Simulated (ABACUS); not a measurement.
# TiO2 (P4_2/mnm) in ABACUS: a series of runs

Runs on TiO2. Level: PBE. Tasks: equation of state.

Program: ABACUS 3.10.1. These are calculated values, not measurements. Logs are shortened: lines on timing, memory, paths and dates and some standing lists are left out, and cuts for length are marked.

### 1 The structure

The structure is tetragonal, space group P4_2/mnm (No. 136). Conventional cell: a = 4.600 Å, b = 4.600 Å, c = 2.959 Å, α = 90.00°, β = 90.00°, γ = 90.00°. Around Ti (site symmetry mmm) lie 6 O at 1.95 to 1.98 Å. O (site symmetry m2m) has 3 Ti at 1.95 to 1.98 Å as nearest neighbours.

The cell is a database's computed one.

### 2 Equation of state, PBE, 9.81 Å³/atom (volume scaled by 0.94)

INPUT

```
INPUT_PARAMETERS
suffix              TiO2
calculation         scf
basis_type          lcao
pseudo_dir          ./
orbital_dir         ./
latname             st
symmetry            1
dft_functional      pbe
ecutwfc             100
pseudo_rcut         7
nspin               1
nbands              29
ks_solver           genelpa
smearing_method     fd
smearing_sigma      0.00367493
scf_thr             1e-07
scf_nmax            100
mixing_type         broyden
mixing_beta         0.7
cal_force           1
cal_stress          1
out_mul             1
```

STRU

```
ATOMIC_SPECIES
Ti 47.8670 Ti.upf
O 15.9990 O.upf

NUMERICAL_ORBITAL
Ti_confined-atom_7au_3s2p2d1f.orb
O_confined-atom_6au_2s2p1d.orb

LATTICE_CONSTANT
8.5149863826

LATTICE_PARAMETERS
0.6433300466

ATOMIC_POSITIONS
Direct

Ti
0.0
2
0.0000000000 0.0000000000 0.5000000000 1 1 1
0.5000000000 0.5000000000 0.0000000000 1 1 1

O
0.0
4
0.3043213200 0.3043213200 0.5000000000 1 1 1
0.1956786800 0.8043213200 0.0000000000 1 1 1
0.8043213200 0.1956786800 0.0000000000 1 1 1
0.6956786800 0.6956786800 0.5000000000 1 1 1
```

KPT

```
K_POINTS
0
Gamma
4 4 6 0 0 0
```

Potentials or basis: PseudoDojo NC SR 0.4.1 PBE standard, DZP LCAO (the cutoffs set its grid).

Command:

```sh
> OMP_NUM_THREADS=1 mpirun -np 4 abacus > log
```

running log:

```text
ABACUS v3.10.1

               Atomic-orbital Based Ab-initio Computation at UStc

 ------------------------------------------------------------------------------------

 READING GENERAL INFORMATION
                           global_out_dir = OUT.TiO2/
                           global_in_card = INPUT
                               pseudo_dir = ./
                              orbital_dir = ./
                                    DSIZE = 4
                                    GSIZE = 1

 READING UNITCELL INFORMATION
                                    ntype = 2
                  lattice constant (Bohr) = 8.51499
              lattice constant (Angstrom) = 4.50593

 READING ATOM TYPE 1
                               atom label = Ti
                      L=0, number of zeta = 3
                      L=1, number of zeta = 2
                      L=2, number of zeta = 2
                      L=3, number of zeta = 1
             number of atom for this type = 2

 READING ATOM TYPE 2
                               atom label = O
                      L=0, number of zeta = 2
                      L=1, number of zeta = 2
                      L=2, number of zeta = 1
             number of atom for this type = 4

                        TOTAL ATOM NUMBER = 6
DIRECT COORDINATES
    atom                   x                   y                   z     mag                  vx                  vy                  vz
taud_Ti1            0.0000000000        0.0000000000        0.5000000000  0.0000        0.0000000000        0.0000000000        0.0000000000
taud_Ti2            0.5000000000        0.5000000000        0.0000000000  0.0000        0.0000000000        0.0000000000        0.0000000000
taud_O1            0.3043213200        0.3043213200        0.5000000000  0.0000        0.0000000000        0.0000000000        0.0000000000
taud_O2            0.1956786800        0.8043213200        0.0000000000  0.0000        0.0000000000        0.0000000000        0.0000000000
taud_O3            0.8043213200        0.1956786800        0.0000000000  0.0000        0.0000000000        0.0000000000        0.0000000000
taud_O4            0.6956786800        0.6956786800        0.5000000000  0.0000        0.0000000000        0.0000000000        0.0000000000

                          Volume (Bohr^3) = 397.178
                             Volume (A^3) = 58.8557

 Lattice vectors: (Cartesian coordinate: in unit of a_0)
                   +1                  +0                  +0
                   +0                  +1                  +0
                   +0                  +0            +0.64333
 Reciprocal vectors: (Cartesian coordinate: in unit of 2 pi/a_0)
                   +1                  -0                  +0
                   -0                  +1                  -0
                   +0                  -0            +1.55441
 The esolver type has been set to : ksdft_lcao

                PAO radial cut off (Bohr) = 7

 Read in pseudopotential file is Ti.upf
                     pseudopotential type = NC
          exchange-correlation functional = PBE
                 nonlocal core correction = 1
                        valence electrons = 12
                                     lmax = 2
                           number of zeta = 4
                     number of projectors = 6
                           L of projector = 0
                           L of projector = 0
                           L of projector = 1
                           L of projector = 1
                           L of projector = 2
                           L of projector = 2
                PAO radial cut off (Bohr) = 7

 Read in pseudopotential file is O.upf
                     pseudopotential type = NC
          exchange-correlation functional = PBE
                 nonlocal core correction = 1
                        valence electrons = 6
                                     lmax = 2
                           number of zeta = 2
                     number of projectors = 5
                           L of projector = 0
                           L of projector = 0
                           L of projector = 1
                           L of projector = 1
                           L of projector = 2
     initial pseudo atomic orbital number = 36

 SETUP THE ELECTRONS NUMBER
            electron number of element Ti = 12
      total electron number of element Ti = 24
             electron number of element O = 6
       total electron number of element O = 24
            AUTOSET number of electrons:  = 48
[... 74 lines left out ...]
                                       S1 = 3
                                       S3 = 0
                                       S4 = 0
                                       S6 = 0
                              POINT GROUP = D_2h
               POINT GROUP IN SPACE GROUP = D_4h

 SETUP K-POINTS
                                    nspin = 1
                   Input type of k points = Monkhorst-Pack(Gamma)
                                   nkstot = 96
                       right hand lattice = 1
(for reciprocal lattice: )
                             BRAVAIS TYPE = 5
                     BRAVAIS LATTICE NAME = 05. Tetrogonal P (simple)
                                    ibrav = 5
                       right hand lattice = 1
(for k-lattice: )
                             BRAVAIS TYPE = 5
                     BRAVAIS LATTICE NAME = 05. Tetrogonal P (simple)
                                    ibrav = 5
                       right hand lattice = 1
                        ROTATION MATRICES = 16
                               nkstot_ibz = 24
K-POINTS REDUCTION ACCORDING TO SYMMETRY
     IBZ    DIRECT_X    DIRECT_Y    DIRECT_Z  WEIGHT  ibz2bz
       1  0.00000000  0.00000000  0.00000000  0.0104       0
       2  0.25000000  0.00000000  0.00000000  0.0417       1
       3  0.50000000  0.00000000  0.00000000  0.0208       2
       4  0.25000000  0.25000000  0.00000000  0.0417       5
       5  0.50000000  0.25000000  0.00000000  0.0417       6
       6  0.50000000  0.50000000  0.00000000  0.0104      10
[... 16 lines left out ...]
      23  0.50000000  0.25000000  0.50000000  0.0417      54
      24  0.50000000  0.50000000  0.50000000  0.0104      58

                               nkstot now = 24
[... K-POINTS DIRECT COORDINATES: 24 rows ...]

           k-point number in this process = 24
       minimum distributed K point number = 24
[... stars of the k points ...]

[... K-POINTS CARTESIAN COORDINATES: 24 rows ...]

[... K-POINTS DIRECT COORDINATES: 24 rows ...]

 SETUP PLANE WAVES FOR WAVE FUNCTIONS
     energy cutoff for wavefunc (unit:Ry) = 100
              fft grid for wave functions = [ 60, 60, 36 ]
                    number of plane waves = 8411
                         number of sticks = 673

 PARALLEL PW FOR WAVE FUNCTIONS
     PROC   COLUMNS(POT)             PW
        1            169           2103
        2            169           2103
        3            167           2103
        4            168           2102
 --------------- sum -------------------
        4            673           8411

 SET NONLOCAL PSEUDOPOTENTIAL PROJECTORS
[... 6 lines left out ...]

 SETUP SEARCHING RADIUS FOR PROGRAM TO SEARCH ADJACENT ATOMS
                  longest orb rcut (Bohr) = 7
   longest nonlocal projector rcut (Bohr) = 1.7
                     search radius (Bohr) = 17.4
              searching radius is (Bohr)) = 17.4
         searching radius unit is (Bohr)) = 8.51
                         PeriodicBoundary = 1
                        Radius(unit:lat0) = 2.04
                                   glayer = [ 4, 4, 5 ]
                             glayer_minus = [ 3, 3, 4 ]

Find the coordinate range of the input atom(unit:lat0).
                                  min_tau = [ -3, -3, -2.57 ]
                                  max_tau = [ 3.8, 3.8, 2.89 ]
                                BoxNumber = [ 7, 7, 9 ]

 SETUP EXTENDED REAL SPACE GRID FOR GRID INTEGRATION
                          real space grid = [ 60, 60, 36 ]
                 big cell numbers in grid = [ 12, 12, 12 ]
             meshcell numbers in big cell = [ 5, 5, 3 ]
                        extended fft grid = [ 10, 10, 16 ]
                dimension of extened grid = [ 33, 33, 45 ]
                            UnitCellTotal = 45
              Atom number in sub-FFT-grid = 6
    Local orbitals number in sub-FFT-grid = 104
                                ParaV.nnr = 95152
                                 init_chg = atomic

 LCAO ALGORITHM --------------- ION=   1  ELEC=   1--------------------------------

 Density error is 0.168241823194
----------------------------------------------------------
     Energy           Rydberg                 eV
----------------------------------------------------------
 E_KohnSham     -369.0299361642      -5020.9098644093
 E_Harris       -370.7649821104      -5044.5163755695
 E_Fermi        0.6165447969         8.3885223099
----------------------------------------------------------
[... 124 lines left out ...]
 Density error is 1.35975734743e-08
----------------------------------------------------------
     Energy           Rydberg                 eV
----------------------------------------------------------
 E_KohnSham     -370.3561855228      -5038.9544126554
 E_KS(sigma->0) -370.3561855228      -5038.9544126552
 E_Harris       -370.3561845820      -5038.9543998549
 E_band         -25.8551882356       -351.7778828673
 E_one_elec     -115.1875675652      -1567.2072576465
 E_Hartree      83.0044584300        1129.3335940526
 E_xc           -68.5820471965       -933.1066223770
 E_Ewald        -269.5910291912      -3667.9741266842
 E_entropy(-TS) -0.0000000000        -0.0000000003
 E_descf        0.0000000000         0.0000000000
 E_exx          0.0000000000         0.0000000000
 E_Fermi        0.8079139743         10.9922335442
----------------------------------------------------------

 charge density convergence is achieved
 final etot is -5038.9544127 eV
 EFERMI = 10.992233544 eV

 STATE ENERGY(eV) AND OCCUPATIONS    NSPIN == 1
 1/24 kpoint (Cartesian) = 0.0000 0.0000 0.0000 (1683 pws)
       1       -46.7166      0.0208333
       2       -46.6935      0.0208333
       3       -23.1114      0.0208333
       4       -23.1114      0.0208333
       5       -22.9026      0.0208333
       6       -22.9026      0.0208333
[... 176 lines left out ...]
      28        12.7356    1.49968e-17
      29        14.1909    3.43257e-30

[... levels at 18 further k points ...]

 correction force for each atom along direction 1 is 1.34337e-14
 correction force for each atom along direction 2 is 1.20164e-14
 correction force for each atom along direction 3 is -1.39984e-14
------------------------------------------------------------------------------------------
 TOTAL-FORCE (eV/Angstrom)
------------------------------------------------------------------------------------------
                       Ti1         0.0000000000         0.0000000000         0.0000000000
                       Ti2         0.0000000000         0.0000000000         0.0000000000
                        O1        -0.1963369832        -0.1963369832         0.0000000000
                        O2         0.1963369832        -0.1963369832         0.0000000000
                        O3        -0.1963369832         0.1963369832         0.0000000000
                        O4         0.1963369832         0.1963369832         0.0000000000
------------------------------------------------------------------------------------------

----------------------------------------------------------------
 TOTAL-STRESS (KBAR)
----------------------------------------------------------------
       207.0635700959         0.0000000000         0.0000000000
         0.0000000000       207.0635700959         0.0000000000
         0.0000000000         0.0000000000       246.7493844595
----------------------------------------------------------------
 TOTAL-PRESSURE: 220.292175 KBAR

 --------------------------------------------
 !FINAL_ETOT_IS -5038.9544126554192189 eV
 --------------------------------------------
```

Run time: 7.8 s. Hardware: 4 MPI ranks of Intel Xeon 6975P-C (Granite Rapids), shared host; peak memory 0.48 GiB.

What came out:

| Property | Result |
| --- | --- |
| Free energy | -5038.9544 eV |
| Pressure | 22.0 GPa |
| Largest force | 0.278 eV/Å |
| Band gap on the k mesh | 1.95 eV, direct |
| Mulliken charges | Ti +0.92, +0.91; O -0.46 e |

Caveat: the atomic orbitals were generated for these runs and aren't a published set; Mulliken charges move with the basis; the basis of atomic orbitals isn't converged, which shifts pressures, moduli and gaps.

### 3 Equation of state, PBE, 10.23 Å³/atom (volume scaled by 0.98)

INPUT is that of step 2.

STRU: that of step 2 with these lines changed.

```diff
@@ -9,3 +9,3 @@
 LATTICE_CONSTANT
-8.5149863826
+8.6340925273
```

KPT is that of step 2.

Potentials or basis: PseudoDojo NC SR 0.4.1 PBE standard, DZP LCAO (the cutoffs set its grid).

Command:

```sh
> OMP_NUM_THREADS=1 mpirun -np 4 abacus > log
```

Run time: 7.4 s. Hardware: 4 MPI ranks of Intel Xeon 6975P-C (Granite Rapids), shared host; peak memory 0.48 GiB.

Results (log left out):

```yaml
Free_energy: -5039.2009 eV
Pressure: 9.9 GPa
Largest_force: 0.062 eV/Å
Band_gap_on_the_k_mesh: 1.85 eV, direct
Mulliken_charges: Ti +0.94; O -0.47 e
```

Caveat: the atomic orbitals were generated for these runs and aren't a published set; Mulliken charges move with the basis; the basis of atomic orbitals isn't converged, which shifts pressures, moduli and gaps.

### 4 Equation of state, PBE, 10.64 Å³/atom (volume scaled by 1.02)

INPUT is that of step 3.

STRU: that of step 3 with these lines changed.

```diff
@@ -9,3 +9,3 @@
 LATTICE_CONSTANT
-8.6340925273
+8.7500002175
```

KPT is that of step 3.

Command:

```sh
> OMP_NUM_THREADS=1 mpirun -np 4 abacus > log
```

It took 7 s on 4 MPI ranks of Intel Xeon 6975P-C (Granite Rapids), shared host; peak memory 0.48 GiB.

The run converged. Its results:

- Free energy: -5039.2767 eV
- Pressure: 0.1 GPa
- Largest force: 0.125 eV/Å
- Band gap on the k mesh: 1.75 eV, direct
- Mulliken charges: Ti +0.96, +0.97; O -0.48 e

Caveat: the atomic orbitals were generated for these runs and aren't a published set; Mulliken charges move with the basis; the basis of atomic orbitals isn't converged, which shifts pressures, moduli and gaps.

### 5 Equation of state, PBE, 11.06 Å³/atom (volume scaled by 1.06)

INPUT is that of step 4.

STRU: that of step 4 with these lines changed.

```diff
@@ -9,3 +9,3 @@
 LATTICE_CONSTANT
-8.7500002175
+8.8629159001
```

KPT is that of step 4.

Command:

```sh
> OMP_NUM_THREADS=1 mpirun -np 4 abacus > log
```

Run time: 7.4 s. Hardware: 4 MPI ranks of Intel Xeon 6975P-C (Granite Rapids), shared host; peak memory 0.48 GiB.

Results (log left out):

| Item | Value |
| --- | --- |
| Free energy | -5039.2142 eV |
| Pressure | -7.8 GPa |
| Largest force | 0.286 eV/Å |
| Band gap on the k mesh | 1.66 eV, direct |
| Mulliken charges | Ti +1.00; O -0.50 e |

Caveat: the atomic orbitals were generated for these runs and aren't a published set; Mulliken charges move with the basis; the basis of atomic orbitals isn't converged, which shifts pressures, moduli and gaps.

### 6 Equation of state, PBE

Potentials or basis: PseudoDojo NC SR 0.4.1 PBE standard, DZP LCAO (the cutoffs set its grid).

No new run: the results of the series are fitted here.

Results:

```yaml
Equilibrium_volume: 10.65 Å³/atom
Bulk_modulus_at_fixed_shape_and_positions: 224 GPa
Pressure_derivative_of_the_bulk_modulus: "4.3 (rough: it moves with the points fitted)"
```

Energy against volume, from the lowest point:
```
volume (Å³/atom)  energy (meV/atom)
           9.809              53.71
          10.227              12.63
          10.644               0.00
          11.062              10.42
```

Caveat: the atomic orbitals were generated for these runs and aren't a published set; the cell was scaled at fixed shape and fractional positions, which overstates the stiffness of a crystal with free parameters, most of all of layers and chains; the basis of atomic orbitals isn't converged, which shifts pressures, moduli and gaps.

### 7 The reference run

An earlier run on the cell as given: functional PBE; potentials or basis PseudoDojo NC SR 0.4.1 PBE standard; cutoff 1143 eV; density cutoff 4572 eV; basis plane waves; k mesh 6 × 6 × 9; occupations fermi-dirac, width 0.05 eV; no spin polarisation.

- Pressure: 3.6 GPa
- Largest force: 0.019 eV/Å
- Band gap on the k mesh: 1.88 eV, direct
